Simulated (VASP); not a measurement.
# EuO (Fm-3m) in VASP: notebook

The runs below take EuO through single point, with BLYP, PBEsol, revPBE, RPBE, r2SCAN.

Everything below comes from runs of VASP 6.6.1. Logs are shortened: lines on timing, memory, paths and dates and some standing lists are left out, and cuts for length are marked.

**The experiment to reproduce.**

From a printed reference work, monograph, for a bulk crystal of EuO at 300 K: band gap 1.115 eV (optical).

The results are compared with them further down.

### Step 1. The cell of the first run

It takes space group Fm-3m (No. 225, cubic). The conventional cell has a = 5.144 Å, b = 5.144 Å, c = 5.144 Å, α = 90.00°, β = 90.00°, γ = 90.00°. Eu (site symmetry m-3m) has 6 O at 2.57 Å within 3.4 Å. Within 3.4 Å of O (site symmetry m-3m) lie 6 Eu at 2.57 Å.

### Step 2. Single point, BLYP, collinear spin, ferromagnetic start

File INCAR:

```
SYSTEM = EuO
PREC = Accurate ; ENCUT = 600
EDIFF = 1E-6 ; ISMEAR = -1
SIGMA = 0.15 ; LREAL = .FALSE.
LASPH = .TRUE. ; NELM = 200
ALGO = Normal ; ISIF = 2
LWAVE = .FALSE. ; LCHARG = .FALSE.
ISPIN = 2 ; MAGMOM = 7 0
LORBIT = 11 ; LMAXMIX = 6
GGA = B5 ; ALDAX = 1.0
AGGAX = 1.0 ; AGGAC = 1.0
ALDAC = 0.0 ; NBANDS = 22
GGA_COMPAT = .FALSE.
```

File KPOINTS:

```
Automatic mesh
0
G
  11 11 11
  0 0 0
```

File POSCAR:

```
EuO
1.0
    0.0000000000      2.5719500000      2.5719500000
    2.5719500000      0.0000000000      2.5719500000
    2.5719500000      2.5719500000      0.0000000000
Eu O
1 1
Direct
    0.0000000000      0.0000000000      0.0000000000
    0.5000000000      0.5000000000      0.5000000000
```

Potentials or basis: VASP PAW PBE potentials, release 64 (Eu, O).

Launch:

```console
cat potpaw_PBE.64/Eu/POTCAR potpaw_PBE.64/O/POTCAR > POTCAR
mpirun -np 1 vasp_std > vasp.out
```

OUTCAR:

```text
SYSTEM = EuO
   PREC = Accurate
   ENCUT = 600
   EDIFF = 1E-6
   ISMEAR = -1
   LREAL = .FALSE.
   LASPH = .TRUE.
   NELM = 200
   ISIF = 2
   ISPIN = 2
   LORBIT = 11
   GGA = B5

 ion  position               nearest neighbor table
   1  0.000  0.000  0.000-   2 2.57   2 2.57   2 2.57   2 2.57   2 2.57   2 2.57
   2  0.500  0.500  0.500-   1 2.57   1 2.57   1 2.57   1 2.57   1 2.57   1 2.57

  LATTYP: Found a face centered cubic cell.
 ALAT       =     5.1439000000

  Lattice vectors:

 A1 = (   0.0000000000,   2.5719500000,   2.5719500000)
 A2 = (   2.5719500000,   0.0000000000,   2.5719500000)
 A3 = (   2.5719500000,   2.5719500000,   0.0000000000)

Analysis of symmetry for initial positions (statically):
=====================================================================
 Subroutine PRICEL returns:
 Original cell was already a primitive cell.

 Routine SETGRP: Setting up the symmetry group for a
 face centered cubic supercell.

 Subroutine GETGRP returns: Found 48 space group operations
 (whereof 48 operations were pure point group operations)
 out of a pool of 48 trial point group operations.

The static configuration has the point symmetry O_h .

Analysis of symmetry for dynamics (positions and initial velocities):
=====================================================================
 Subroutine PRICEL returns:
 Original cell was already a primitive cell.

 Routine SETGRP: Setting up the symmetry group for a
 face centered cubic supercell.

 Subroutine GETGRP returns: Found 48 space group operations
 (whereof 48 operations were pure point group operations)
 out of a pool of 48 trial point group operations.

The dynamic configuration has the point symmetry O_h .

Analysis of structural, dynamic, and magnetic symmetry:
=====================================================================
 Subroutine PRICEL returns:
 Original cell was already a primitive cell.

 Routine SETGRP: Setting up the symmetry group for a
 face centered cubic supercell.

 Subroutine GETGRP returns: Found 48 space group operations
 (whereof 48 operations were pure point group operations)
 out of a pool of 48 trial point group operations.

The overall configuration has the point symmetry O_h .

 Subroutine INISYM returns: Found 48 space group operations
 (whereof 48 operations are pure point group operations),
 and found     1 'primitive' translations
[... 109 lines left out ...]
   EFERMI =   0.00;   METHOD = LEGACY
   ISMEAR =    -1;   SIGMA  =   0.15  broadening in eV -4-tet -1-fermi 0-gaus
   EFERMI_NEDOS =   21; number of points for ismear=-14 and -15
   IALGO  =     38    algorithm
   IMIX   =      4    mixing-type and parameters
     AMIX     =   0.40;   BMIX     =  1.00
     AMIX_MAG =   1.60;   BMIX_MAG =  1.00
  volume/ion in A,a.u.               =      17.01       114.81
  Fermi-wavevector in a.u.,A,eV,Ry     =   1.436740  2.715045 28.085452  2.064223
  Thomas-Fermi vector in A             =   2.555895
   LORBIT       =     11    0 simple, 1 ext, 2 COOP (PROOUT), +10 PAW based schemes
   GGA     = B5    functional components
   LHFCALC =     F    Hartree Fock is set to
   AEXX    =    0.0000 exact exchange contribution
   IVDW    =     0    specifies the selected vdW correction
   LEPSILON=     F    determine dielectric tensor
   LRPA    =     F    only Hartree local field effects (RPA)
 spin polarized calculation
  energy-cutoff  :      600.00
  volume of cell :       34.03
 maximum number of plane-waves:      1153
 NGX is ok and might be reduce to    30
   NGX = 15   NGY = 15   NGZ = 15

 number of electron      22.9999999 magnetization       6.8861710

 Free energy of the ion-electron system (eV)
  ---------------------------------------------------
  ext. energy  EPLUGINS =         0.00000000
  ---------------------------------------------------
  free energy    TOTEN  =       -21.07469059 eV

  energy without entropy =      -20.95472736  energy(sigma->0) =      -21.01470898

 E-fermi :   5.3564     XC(G=0): -10.3675

 val. band max:        5.3497554564   @ k =   0.3636   0.2727   0.0000
 cond. band min:       5.3868031073   @ k =   0.4545   0.3636   0.0909
 fundamental gap:      0.0370476509
 Fermi energy:         5.3564139528

 spin component 1

 k-point     1 :       0.0000    0.0000    0.0000
  band No.  band energies     occupation
      1     -36.2622      1.00000
      2     -14.7795      1.00000
      3     -14.7795      1.00000
      4     -14.7795      1.00000
      5     -13.5363      1.00000
      6       1.2282      1.00000
[... 589 lines left out ...]
     21      11.3396      0.00000
     22      18.3120      0.00000

 [... further k-points ...]

 spin component 2

 k-point     1 :       0.0000    0.0000    0.0000
  band No.  band energies     occupation
      1     -33.4144      1.00000
      2     -13.5820      1.00000
      3     -12.6400      1.00000
      4     -12.6400      1.00000
      5     -12.6400      1.00000
      6       1.3268      1.00000
[... 589 lines left out ...]
     21      12.2717      0.00000
     22      19.3754      0.00000

 [... further k-points ...]
[... 5 lines left out ...]
  --------------------------------------------------------------------------------------
  -------------------------------------------------------------------------------------
  Total       -0.0679201     -0.0679201     -0.0679201      0.0000000      0.0000000     -0.0000000
  in kB       -3.1980937     -3.1980937     -3.1980937      0.0000000      0.0000000     -0.0000000
  external PRESSURE =      -3.1980937 kB  Pullay stress =       0.0000000 kB

 VOLUME and BASIS-vectors are now :
 -----------------------------------------------------------------------------
  energy-cutoff  :      600.00
  volume of cell :       34.03
      direct lattice vectors                 reciprocal lattice vectors
     0.000000000  2.571950000  2.571950000    -0.194405023  0.194405023  0.194405023
     2.571950000  0.000000000  2.571950000     0.194405023 -0.194405023  0.194405023
     2.571950000  2.571950000  0.000000000     0.194405023  0.194405023 -0.194405023

 POSITION                                       TOTAL-FORCE (eV/Angst)
 -----------------------------------------------------------------------------------
      0.00000      0.00000      0.00000        -0.000000      0.000000      0.000000
      2.57195      2.57195      2.57195         0.000000     -0.000000     -0.000000
 -----------------------------------------------------------------------------------
    total drift:                                0.000000      0.000000      0.000000

  FREE ENERGIE OF THE ION-ELECTRON SYSTEM (eV)
  ---------------------------------------------------
  free  energy   TOTEN  =       -21.0746905927 eV

  energy  without entropy=      -20.9547273594  energy(sigma->0) =      -21.01470898

 total charge

# of ion       s       p       d       f       tot
--------------------------------------------------
    1        2.029   5.752   0.401   6.614  14.796
    2        1.542   3.415   0.000   0.000   4.958
--------------------------------------------------
tot          3.571   9.167   0.401   6.614  19.754

 magnetization (x)

# of ion       s       p       d       f       tot
--------------------------------------------------
    1       -0.012  -0.099   0.113   6.560   6.562
    2       -0.003  -0.058   0.000   0.000  -0.060
--------------------------------------------------
tot         -0.015  -0.156   0.113   6.560   6.502
```

It took 3.6 min on 1 thread of Oxide Virtual Turin-like, shared host; peak memory 0.22 GiB.

What came out:

| Property | Result |
| --- | --- |
| Free energy | -21.0747 eV |
| Pressure | -0.3 GPa |
| Net moment | 6.89 μB per cell |
| Site moments | Eu +6.56; O -0.06 μB |
| Valence electrons inside the program's atomic spheres | Eu 14.80; O 4.96 |

Levels at points of the mesh, in eV from the Fermi level:
Spin up:
```
           k point  band 13  band 14  band 15  band 16  band 17  band 18
(0.00, 0.00, 0.00)    -0.24    -0.24    -0.24    -0.19     1.49     1.49
```
Spin down:
```csv
k point,band 5,band 6,band 7,band 8,band 9,band 10,band 11,band 12
"(0.00, 0.00, 0.00)",-18.00,-4.03,-4.03,-4.03,0.47,2.34,2.34,2.34
```

Caveat: the PAW data sets were made with another functional, which shifts forces and pressure a little; spin-orbit coupling is left out, which moves the levels of the heavy elements; a cell with one magnetic atom can't hold antiferromagnetic order, which such compounds often take; semilocal functionals describe open f shells poorly, which spoils levels, moments and volumes. The state reached can hang on the start; a lower one may exist.

### Step 3. Single point, PBEsol, collinear spin, ferromagnetic start

File INCAR:

```
SYSTEM = EuO
  ALGO = Normal
  EDIFF = 1E-6
  ENCUT = 600
  GGA = PS
  GGA_COMPAT = .False.
  ISIF = 2
  ISMEAR = -1
  ISPIN = 2
  LASPH = .True.
  LCHARG = .False.
  LMAXMIX = 6
  LORBIT = 11
  LREAL = .False.
  LWAVE = .False.
  MAGMOM = 7 0
  NBANDS = 22
  NELM = 200
  PREC = Accurate
  SIGMA = 0.15
```

File KPOINTS:

```
k-points
0
Gamma
  11 11 11
  0 0 0
```

POSCAR is that of step 2.

Potentials or basis: VASP PAW PBE potentials, release 64 (Eu, O).

Launch:

```console
cat potpaw_PBE.64/Eu/POTCAR potpaw_PBE.64/O/POTCAR > POTCAR
mpirun -np 1 vasp_std > vasp.out
```

Run time: 2.4 min. Hardware: 1 thread of Oxide Virtual Turin-like, shared host; peak memory 0.22 GiB.

Results (log left out):

| Quantity | Value |
| --- | --- |
| Free energy | -22.7426 eV |
| Pressure | -9.6 GPa |
| Net moment | 6.90 μB per cell |
| Site moments | Eu +6.55; O -0.09 μB |
| Valence electrons inside the program's atomic spheres | Eu 14.74; O 4.92 |

Levels at points of the mesh, in eV from the Fermi level:
Spin up:
```tsv
k point	band 13	band 14	band 15	band 16	band 17	band 18
(0.00, 0.00, 0.00)	-0.51	-0.21	-0.21	-0.21	1.43	1.43
```
Spin down:
```tsv
k point	band 6	band 7	band 8	band 9	band 10	band 11
(0.00, 0.00, 0.00)	-3.92	-3.92	-3.92	0.35	2.49	2.49
```

Caveat: the cell stands under tension; the PAW data sets were made with another functional, which shifts forces and pressure a little; spin-orbit coupling is left out, which moves the levels of the heavy elements; a cell with one magnetic atom can't hold antiferromagnetic order, which such compounds often take; semilocal functionals describe open f shells poorly, which spoils levels, moments and volumes.

### Step 4. Single point, revPBE, collinear spin, ferromagnetic start

File INCAR:

```
SYSTEM = EuO
PREC = Accurate ; ENCUT = 600
EDIFF = 1E-6 ; ISMEAR = -1
SIGMA = 0.15 ; LREAL = .FALSE.
LASPH = .TRUE. ; NELM = 200
ALGO = Normal ; ISIF = 2
LWAVE = .FALSE. ; LCHARG = .TRUE.
ISPIN = 2 ; MAGMOM = 7 0
LORBIT = 11 ; LMAXMIX = 6
GGA = RE ; LELF = .TRUE.
LVHAR = .TRUE. ; NBANDS = 22
GGA_COMPAT = .FALSE.
```

File KPOINTS:

```
Automatic mesh
0
G
  11 11 11
  0 0 0
```

POSCAR is that of step 3.

Potentials or basis: VASP PAW PBE potentials, release 64 (Eu, O).

Launch:

```console
cat potpaw_PBE.64/Eu/POTCAR potpaw_PBE.64/O/POTCAR > POTCAR
mpirun -np 1 vasp_std > vasp.out
```

OUTCAR:

```text
SYSTEM = EuO
   PREC = Accurate
   ENCUT = 600
   EDIFF = 1E-6
   ISMEAR = -1
   LREAL = .FALSE.
   LASPH = .TRUE.
   NELM = 200
   ISIF = 2
   ISPIN = 2
   LORBIT = 11
   GGA = RE

 ion  position               nearest neighbor table
   1  0.000  0.000  0.000-   2 2.57   2 2.57   2 2.57   2 2.57   2 2.57   2 2.57
   2  0.500  0.500  0.500-   1 2.57   1 2.57   1 2.57   1 2.57   1 2.57   1 2.57

  LATTYP: Found a face centered cubic cell.
 ALAT       =     5.1439000000

  Lattice vectors:

 A1 = (   0.0000000000,   2.5719500000,   2.5719500000)
 A2 = (   2.5719500000,   0.0000000000,   2.5719500000)
 A3 = (   2.5719500000,   2.5719500000,   0.0000000000)

Analysis of symmetry for initial positions (statically):
=====================================================================
 Subroutine PRICEL returns:
 Original cell was already a primitive cell.

 Routine SETGRP: Setting up the symmetry group for a
 face centered cubic supercell.

 Subroutine GETGRP returns: Found 48 space group operations
 (whereof 48 operations were pure point group operations)
 out of a pool of 48 trial point group operations.

The static configuration has the point symmetry O_h .

Analysis of symmetry for dynamics (positions and initial velocities):
=====================================================================
 Subroutine PRICEL returns:
 Original cell was already a primitive cell.

 Routine SETGRP: Setting up the symmetry group for a
 face centered cubic supercell.

 Subroutine GETGRP returns: Found 48 space group operations
 (whereof 48 operations were pure point group operations)
 out of a pool of 48 trial point group operations.

The dynamic configuration has the point symmetry O_h .

Analysis of structural, dynamic, and magnetic symmetry:
=====================================================================
 Subroutine PRICEL returns:
[... 143 lines left out ...]
 maximum number of plane-waves:      1153
 NGX is ok and might be reduce to    30
   NGX = 15   NGY = 15   NGZ = 15

 number of electron      22.9999999 magnetization       6.9440898

 Free energy of the ion-electron system (eV)
  ---------------------------------------------------
  ext. energy  EPLUGINS =         0.00000000
  ---------------------------------------------------
  free energy    TOTEN  =       -21.47307993 eV

  energy without entropy =      -21.35806750  energy(sigma->0) =      -21.41557371

 E-fermi :   4.9794     XC(G=0): -10.7121

 val. band max:        4.9488765457   @ k =   0.4545   0.3636   0.0909
 cond. band min:       4.9925415417   @ k =   0.3636   0.3636   0.0000
 fundamental gap:      0.0436649960
 Fermi energy:         4.9793911935

 spin component 1

 k-point     1 :       0.0000    0.0000    0.0000
  band No.  band energies     occupation
      1     -36.8227      1.00000
      2     -15.2046      1.00000
      3     -15.2046      1.00000
      4     -15.2046      1.00000
      5     -13.9795      1.00000
      6       0.9510      1.00000
[... 589 lines left out ...]
     21      11.0146      0.00000
     22      17.4532      0.00000

 [... further k-points ...]

 spin component 2

 k-point     1 :       0.0000    0.0000    0.0000
  band No.  band energies     occupation
      1     -33.7337      1.00000
      2     -14.0695      1.00000
      3     -12.9068      1.00000
      4     -12.9068      1.00000
      5     -12.9068      1.00000
      6       1.0179      1.00000
[... 589 lines left out ...]
     21      12.0734      0.00000
     22      19.2190      0.00000

 [... further k-points ...]
[... 5 lines left out ...]
  --------------------------------------------------------------------------------------
  -------------------------------------------------------------------------------------
  Total       -0.4101587     -0.4101587     -0.4101587      0.0000000      0.0000000      0.0000000
  in kB      -19.3127869    -19.3127869    -19.3127869      0.0000000      0.0000000      0.0000000
  external PRESSURE =     -19.3127869 kB  Pullay stress =       0.0000000 kB

 VOLUME and BASIS-vectors are now :
 -----------------------------------------------------------------------------
  energy-cutoff  :      600.00
  volume of cell :       34.03
      direct lattice vectors                 reciprocal lattice vectors
     0.000000000  2.571950000  2.571950000    -0.194405023  0.194405023  0.194405023
     2.571950000  0.000000000  2.571950000     0.194405023 -0.194405023  0.194405023
     2.571950000  2.571950000  0.000000000     0.194405023  0.194405023 -0.194405023

 POSITION                                       TOTAL-FORCE (eV/Angst)
 -----------------------------------------------------------------------------------
      0.00000      0.00000      0.00000        -0.000000     -0.000000     -0.000000
      2.57195      2.57195      2.57195         0.000000      0.000000      0.000000
 -----------------------------------------------------------------------------------
    total drift:                                0.000000      0.000000      0.000000

  FREE ENERGIE OF THE ION-ELECTRON SYSTEM (eV)
  ---------------------------------------------------
  free  energy   TOTEN  =       -21.4730799279 eV

  energy  without entropy=      -21.3580674985  energy(sigma->0) =      -21.41557371

 total charge

# of ion       s       p       d       f       tot
--------------------------------------------------
    1        2.033   5.778   0.397   6.601  14.808
    2        1.555   3.400   0.000   0.000   4.955
--------------------------------------------------
tot          3.588   9.178   0.397   6.601  19.764

 magnetization (x)

# of ion       s       p       d       f       tot
--------------------------------------------------
    1       -0.012  -0.110   0.141   6.550   6.568
    2       -0.003  -0.095   0.000   0.000  -0.098
--------------------------------------------------
tot         -0.015  -0.205   0.141   6.550   6.470
```

OSZICAR:

```text
N       E                     dE             d eps       ncg     rms          rms(c)
DAV:   1     0.158428075445E+03    0.15843E+03   -0.98154E+03  6856   0.556E+03
DAV:   2     0.165199831471E+01   -0.15678E+03   -0.13523E+03  6746   0.433E+02
DAV:   3    -0.179043334916E+02   -0.19556E+02   -0.19042E+02  6834   0.124E+02
DAV:   4    -0.203327484330E+02   -0.24284E+01   -0.23974E+01  9312   0.268E+01
DAV:   5    -0.203974035536E+02   -0.64655E-01   -0.64549E-01  7668   0.640E+00    0.299E+01
DAV:   6    -0.226687162733E+02   -0.22713E+01   -0.11361E+01  7478   0.634E+01    0.259E+01
DAV:   7    -0.214197125660E+02    0.12490E+01   -0.43895E+00  7904   0.638E+01    0.172E+01
DAV:   8    -0.214750171620E+02   -0.55305E-01   -0.49140E-01  7654   0.943E+00    0.946E+00
DAV:   9    -0.214817020193E+02   -0.66849E-02   -0.16957E-01  8562   0.680E+00    0.422E+00
DAV:  10    -0.214793350071E+02    0.23670E-02   -0.76079E-02  7490   0.512E+00    0.290E+00
DAV:  11    -0.214726031071E+02    0.67319E-02   -0.15209E-02  7412   0.200E+00    0.764E-01
DAV:  12    -0.214731257559E+02   -0.52265E-03   -0.24698E-03  8716   0.767E-01    0.344E-01
DAV:  13    -0.214731017367E+02    0.24019E-04   -0.88447E-04  8716   0.537E-01    0.865E-02
DAV:  14    -0.214730761557E+02    0.25581E-04   -0.64161E-05  8392   0.104E-01    0.682E-02
DAV:  15    -0.214730774886E+02   -0.13329E-05   -0.13247E-05  8426   0.406E-02    0.480E-02
DAV:  16    -0.214730804166E+02   -0.29280E-05   -0.45736E-06  6566   0.265E-02    0.225E-02
DAV:  17    -0.214730799279E+02    0.48867E-06   -0.16850E-06  4770   0.262E-02
   1 F= -.21473080E+02 E0= -.21415574E+02  d E =-.115012E+00  mag=     6.9441
```

Wall time 3 min (1 thread of Oxide Virtual Turin-like, shared host); peak memory 0.22 GiB.

What came out:

```
Free energy                                           : -21.4731 eV
Pressure                                              : -1.9 GPa
Net moment                                            : 6.94 μB per cell
Site moments                                          : Eu +6.57; O -0.10 μB
Valence electrons inside the program's atomic spheres : Eu 14.81; O 4.96
```

Caveat: the PAW data sets were made with another functional, which shifts forces and pressure a little; spin-orbit coupling is left out, which moves the levels of the heavy elements; a cell with one magnetic atom can't hold antiferromagnetic order, which such compounds often take; semilocal functionals describe open f shells poorly, which spoils levels, moments and volumes. The state reached can hang on the start; a lower one may exist.

[end of part 1 of 2]
